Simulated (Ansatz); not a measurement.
MgTe:

```
CELL_PARAMETERS angstrom
0.00000 3.23200 3.23200
3.23200 0.00000 3.23200
3.23200 3.23200 0.00000
ATOMIC_POSITIONS crystal
Te 0.25000 0.25000 0.25000
Mg 0.00000 0.00000 0.00000
```

The cell comes from a database or a generator and needn't be the stable form of this composition.

- Program: Ansatz 0.2.0
- Task: relaxation of cell and atoms
- Functional: BLYP
- Dispersion: D4
- Potentials or basis: Ansatz PAW
- Cutoff: 420 eV (not typed: the program's choice for these potentials)
- k mesh: 7 × 7 × 7
- Occupations: fermi-dirac, width 0.05 eV
- Spin: no spin polarisation

At the start: volume 33.76 Å³/atom.

Question: Where does the relaxation end?

Answer: It ends after 4 steps and the volume is 32.95 Å³/atom (-2.4 %); space group F-43m (No. 216, to 0.05 Å).

The path:
```
step  energy change (eV)  largest force (eV/Å)  volume (Å³)
   1              0.0000                0.0000        67.52
   2             -0.0044                0.0000        65.47
   3             -0.0047                0.0000        65.90
   4             -0.0045                0.0000        65.90
```

Final structure:
```cif
data_structure
_symmetry_space_group_name_H-M 'P 1'
_symmetry_Int_Tables_number 1
_cell_length_a 4.5339
_cell_length_b 4.5339
_cell_length_c 4.5339
_cell_angle_alpha 60.000
_cell_angle_beta 60.000
_cell_angle_gamma 60.000
_cell_volume 65.90
loop_
_atom_site_label
_atom_site_type_symbol
_atom_site_fract_x
_atom_site_fract_y
_atom_site_fract_z
_atom_site_occupancy
Te1 Te 0.25000 0.25000 0.25000 1
Mg1 Mg 0.00000 0.00000 0.00000 1
```

Caveat: the plane-wave basis is chosen anew once the cell has moved, so the energies of steps on either side of that aren't comparable; the PAW data sets come from PBE, with cores solved anew for the run's functional, which leaves a small shift of forces and pressure.
